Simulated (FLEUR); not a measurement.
# InP: single point with PBE

**Measured values to compare with.**

From a printed reference work, data compilation, for a bulk crystal of InP at 1.6 K: band gap 1.4236 eV (direct).

The system is InP.

```
In P
1.0
     0.00000    2.93050    2.93050
     2.93050    0.00000    2.93050
     2.93050    2.93050    0.00000
In P
1 1
Direct
  0.00000 0.00000 0.00000
  0.75000 0.75000 0.75000
```

```yaml
Program: FLEUR MaX-R8.1 (patched build s14)
Task: single point
Functional: PBE
Potentials_or_basis: all-electron
Basis: FLAPW
Kmax: 4.08 1/bohr
k_mesh: 8 × 8 × 8
Occupations: fermi-dirac, width 0.05 eV
Spin: no spin polarisation
Gmax: 12.7 1/bohr
Muffin-tin_radii: In 2.35, P 1.96 bohr
lmax: In 10, P 8
Local_orbitals_a_species: In 5, P 4
Max_iterations: 60
Mixing_factor: 0.05
Mixer: Anderson
Mixer_history: 15
Density_convergence: 1e-05 me/bohr^3
```

* Band gap on the k mesh: 0.71 eV, direct
* Valence electrons inside the program's atomic spheres: In 18.84; P 8.64 (radii In 2.35, P 1.96 bohr)

Levels at points of the mesh, in eV from the valence-band top:
```tsv
k point	band 13	band 14	band 15	band 16	band 17	band 18	band 19	band 20
(0.00, 0.00, 0.00)	-11.52	0.00	0.00	0.00	0.71	4.09	4.09	4.09
(0.00, 0.00, 0.50)	-9.79	-5.73	-0.97	-0.97	1.50	4.81	4.81	7.11
(0.00, 0.50, 0.50)	-9.14	-5.75	-2.32	-2.32	1.77	2.27	9.22	9.60
```

Core levels (eV from the Fermi level):
| atom | levels |
| --- | --- |
| 1 In | 1s1/2 -27732.9, 2s1/2 -4147.7, 2p1/2 -3867.5, 2p3/2 -3656.7, 3s1/2 -783.6, 3p1/2 -670.6, 3p3/2 -632.5, 3d3/2 -432.7, 3d5/2 -424.9 |
| 2 P | 1s1/2 -2077.9, 2s1/2 -168.0 |

Wall time 90 s on 1 thread of Intel(R) Xeon(R) Platinum 8375C CPU @ 2.90GHz (Ice Lake), on a shared host, peak memory 0.05 GiB.

A measured gap of InP is 1.4236 eV (direct; 1.6 K; a printed reference work, data compilation); the calculated 0.71 eV misses it by -0.71 eV. Spin-orbit coupling on In is left out. The value is that of PBE, without temperature or zero-point motion. Semilocal functionals fall short of measured gaps as a rule.

Caveat: spin-orbit coupling is left out, which moves the levels of the heavy elements.
